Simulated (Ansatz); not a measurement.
CaF₂:
```yaml
crystal:
  lattice:
    - [0.00000, 2.66275, 2.66275]
    - [2.66275, 0.00000, 2.66275]
    - [2.66275, 2.66275, 0.00000]
  atoms:
    - { symbol: Ca, position: [0.00000, 0.00000, 0.00000] }
    - { symbol: F, position: [0.75000, 0.75000, 0.75000] }
    - { symbol: F, position: [0.25000, 0.25000, 0.25000] }
```

x, y and z are the axes in which the lattice vectors are written.

Question: Give the high-frequency dielectric tensor and the Born effective charge tensors of the independent atoms from DFPT, the program Ansatz at the LDA level (PAW).

Answer: 
ε∞:
```
2.37  0.00  0.00
0.00  2.37  0.00
0.00  0.00  2.37
```
Z* of atom 1 (Ca), rows: field, columns: displacement, in e:
```
2.38  0.00  0.00
0.00  2.38  0.00
0.00  0.00  2.38
```
Z* of atom 2 (F), rows: field, columns: displacement, in e:
```
-1.19   0.00   0.00
 0.00  -1.19   0.00
 0.00   0.00  -1.19
```

Space group Fm-3m (fluorite). The LDA relaxation kept the symmetry of its start.

Potentials: the earlier of the program's two PAW sets. The files were generated under PBE; for other functionals the program regenerates the frozen cores, and for LDA and PBEsol the local potential too.
